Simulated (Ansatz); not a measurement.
# Nuclear-site quantities of Sr as the cell is scaled

```
CELL_PARAMETERS angstrom
4.31000 0.00000 0.00000
-2.15500 3.73257 0.00000
0.00000 0.00000 7.05000
ATOMIC_POSITIONS crystal
Sr 0.33333 0.66667 0.25000
Sr 0.66667 0.33333 0.75000
```

Atom numbers follow the list: Sr1, Sr2.

Conventional cell: a = 4.310 Å, b = 4.310 Å, c = 7.050 Å, α = 90.00°, β = 90.00°, γ = 120.00°. Sr (atom 1) has 12 Sr at 4.31 Å as nearest neighbours.

The cell is COD entry 1540836, as deposited and not checked against the literature; nothing was relaxed.

These are results of DFT, PBE, all-electron PAW with datasets made for the crystal, scalar-relativistic (Ansatz 0.2.0), not measurements.

Sampling and basis: a Γ-centred 10×10×5 k mesh, Fermi–Dirac smearing of 0.08 eV, cutoff 200 eV (chosen by the program for this cell), no spin polarisation.

The contact density is the mean electron density over the nuclear volume; its changes follow the s electrons' response to bonding and compression. Changes below are taken from the unscaled cell, where it is 401157 e/Å³ at Sr1.

```
V/V(cell)  P (GPa)  Δρ(0) Sr1 (e/Å³)
   0.9600      0.2                 ?
   1.0000     -0.3              0.00
   1.0400     -0.7                 ?
```

(1) Fill in "Δρ(0) Sr1 (e/Å³)" for the row "1.0400".

(2) What belongs in the row "0.9600", column "Δρ(0) Sr1 (e/Å³)"?

The datasets are made afresh for each cell, so very small changes are uncertain.

Answers

(1) -0.49.

(2) 0.58.
